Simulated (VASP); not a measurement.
Write the native input for VASP 6.6.1 that does the following.

```
Task                   : relaxation of cell and atoms
Functional             : LDA
Potentials or basis    : VASP PAW LDA potentials, release 64 (B, P)
Cutoff                 : 600 eV
k mesh                 : 10 × 10 × 10
Occupations            : gaussian, width 0.03 eV
Spin                   : no spin polarisation
Further INCAR settings : ALGO = Normal; EDIFF = 1e-06; IBRION = 2; EDIFFG = -0.01; NSW = 90; ISIF = 3
```

The structure of BP lies in POSCAR:

```
BP
1.0
    0.0000000000      2.2690000000      2.2690000000
    2.2690000000      0.0000000000      2.2690000000
    2.2690000000      2.2690000000      0.0000000000
B P
1 1
Direct
    0.0000000000      0.0000000000      0.0000000000
    0.2500000000      0.2500000000      0.2500000000
```

The input as run:

INCAR

```
SYSTEM = BP
ALGO = Normal
EDIFF = 1E-6
EDIFFG = -0.01
ENCUT = 600
IBRION = 2
ISIF = 3
ISMEAR = 0
LASPH = .TRUE.
LCHARG = .FALSE.
LREAL = .FALSE.
LWAVE = .FALSE.
NELM = 80
NSW = 90
PREC = Accurate
SIGMA = 0.03
```

KPOINTS

```
k-points
0
G
  10 10 10
  0 0 0
```

Potentials or basis: VASP PAW LDA potentials, release 64 (B, P).

Command:

```sh
$ cat potpaw_LDA.64/B/POTCAR potpaw_LDA.64/P/POTCAR > POTCAR
$ mpirun -np 1 vasp_std > vasp.out
```

It gave:

```
Relaxed volume                         : 11.31 Å³/atom
Relaxed cell                           : a = 3.175 Å, b = 3.175 Å, c = 3.175 Å, α = 60.00°, β = 60.00°, γ = 60.00°
Space group after relaxing (to 0.05 Å) : F-43m (No. 216)
Energy gained by relaxing              : 6.3 meV/atom
Ionic steps                            : 3
Pressure after relaxing                : 0.0 GPa
Band gap on the k mesh                 : 1.15 eV, indirect (least direct gap 3.43 eV)
```

Wall time 10 s on 1 thread of Intel(R) Xeon(R) 6975P-C (Granite Rapids), on a shared host, peak memory 0.13 GiB.
